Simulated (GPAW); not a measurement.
A calculation with GPAW 26.7.0 of NaCl (ASE script, structure typed inline):

The input run.py:

```python
from ase import Atoms
from ase.dft.bandgap import bandgap
from ase.io import write
from ase.units import Bohr, GPa
from gpaw import GPAW, PW
from gpaw.elf import elf_from_dft_calculation

atoms = Atoms(['Cl', 'Na'],
              cell=[[3.50219, 0.0, 0.0],
                    [0.0, 3.50219, 0.0],
                    [0.0, 0.0, 3.50219]],
              scaled_positions=[[0.5, 0.5, 0.5],
                                [0.0, 0.0, 0.0]],
              pbc=True)

calc = GPAW(mode=PW(800),
            xc='PBE',
            kpts={'size': (8, 8, 8), 'gamma': True},
            occupations={'name': 'fermi-dirac', 'width': 0.05},
            nbands=15,
            convergence={'density': 1e-05, 'energy': 1e-05},
            maxiter=150,
            txt='gpaw.txt')
atoms.calc = calc
energy = atoms.get_potential_energy()
forces = atoms.get_forces()
stress = atoms.get_stress()
calc.write('gs.gpw')
write('result.traj', atoms)
print(f'Energy: {energy:.6f} eV')
print('Forces (eV/A):')
print(forces.round(4))
print('Stress (GPa):', (stress / GPa).round(3))
print('Fermi level:', round(calc.get_fermi_level(), 4), 'eV')
print(f'Gap: {bandgap(calc)[0]:.4f} eV, direct: {bandgap(calc, direct=True)[0]:.4f} eV')

# fields on the real-space grid
write('density.cube', atoms, data=calc.get_pseudo_density() * Bohr**3)
write('potential.cube', atoms, data=calc.get_electrostatic_potential())
write('elf.cube', atoms, data=elf_from_dft_calculation(calc).data)
```

Potentials or basis: GPAW PAW data sets (gpaw-data 1.2.1), pw.

Command:

```console
$ OMP_NUM_THREADS=1 python run.py
```

Measurements of this composition are mostly on another form, of space group No. 225.

Write the same calculation in another form: cli, structure from a POSCAR.

As run:

File POSCAR:

```
NaCl
1.0
    3.5021900000      0.0000000000      0.0000000000
    0.0000000000      3.5021900000      0.0000000000
    0.0000000000      0.0000000000      3.5021900000
Cl Na
1 1
Direct
    0.5000000000      0.5000000000      0.5000000000
    0.0000000000      0.0000000000      0.0000000000
```

Potentials or basis: GPAW PAW data sets (gpaw-data 1.2.1), pw.

The run is started by

```sh
$ OMP_NUM_THREADS=1 gpaw run POSCAR -p 'mode=PW(800),xc=PBE,kpts={size:(8,8,8),gamma:True},occupations={name:fermi-dirac,width:0.05},nbands=15,convergence={density:1e-05,energy:1e-05},maxiter=150,txt=gpaw.txt' --properties efs -w gs.gpw
```

Both were run:

|  | ASE script, structure typed inline | cli, structure from a POSCAR |
| --- | --- | --- |
| Pressure | 0.1 GPa | 0.1 GPa |
| Band gap on the k mesh | 3.98 eV, indirect (least direct gap 4.47 eV) | 3.98 eV, indirect (least direct gap 4.47 eV) |

Keys that steer only the numerical path or the files written may differ.
